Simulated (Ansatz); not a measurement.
# Cd (bcc type): a single-point run

Wanted: a converged single-point run for Cd (bcc type), and a check of what comes out.

Program: Ansatz 0.2.0. Level of theory: DFT, PBEsol, all-electron PAW with datasets made for the crystal, scalar-relativistic. These are calculated values, not measurements.

### 1 The structure to begin with

The structure is cubic, space group Im-3m (No. 229). Conventional cell: a = 3.496 Å, b = 3.496 Å, c = 3.496 Å, α = 90.00°, β = 90.00°, γ = 90.00°. Cd (site symmetry m-3m) has 8 Cd at 3.03 Å in its first shell of neighbours.

Structure file:

```cif
data_structure
_symmetry_space_group_name_H-M 'Im-3m'
_symmetry_Int_Tables_number 229
_cell_length_a 3.4961
_cell_length_b 3.4961
_cell_length_c 3.4961
_cell_angle_alpha 90.000
_cell_angle_beta 90.000
_cell_angle_gamma 90.000
_cell_volume 42.73
loop_
_atom_site_label
_atom_site_type_symbol
_atom_site_symmetry_multiplicity
_atom_site_Wyckoff_symbol
_atom_site_fract_x
_atom_site_fract_y
_atom_site_fract_z
_atom_site_occupancy
Cd1 Cd 2 a 0.00000 0.00000 0.00000 1
```

### 2 Input and run

Contents of input.yaml:

```yaml
crystal:
  lattice:
    - [-1.7480464373, 1.7480464373, 1.7480464373]
    - [1.7480464373, -1.7480464373, 1.7480464373]
    - [1.7480464373, 1.7480464373, -1.7480464373]
  atoms:
    - { symbol: Cd, position: [0.0, 0.0, 0.0] }
kpoints:
  mp_grid: { grid: [15, 15, 15] }
scf:
  occupations: { method: fermi_dirac, width: 2.0 }
  max_iter: 60
hamiltonian:
  xc: pbesol
  pseudopotentials: { kind: all_electron, datasets: crystal }
output:
  forces: true
  stress: true
  eigenvalues: true
```

On the command line:

```console
$ ansatz run input.yaml --threads 1 --pin off --max-ram 2048MiB --backend cpu --events-out ev --progress --plain --runs-dir out
```

Q: Will this input give a usable result? If not, why, and what should change?

The run converged and reported no error, with warnings (crystal datasets made, printed levels off). That alone doesn't make the input a sound one.

The suspect setting: scf.occupations.width is 2.0. A smearing this wide moves electrons out of filled levels into empty ones. A Fermi-Dirac width of 2 eV is an electron temperature of 23200 K.

Run again and compare: set scf.occupations.width to 0.1.
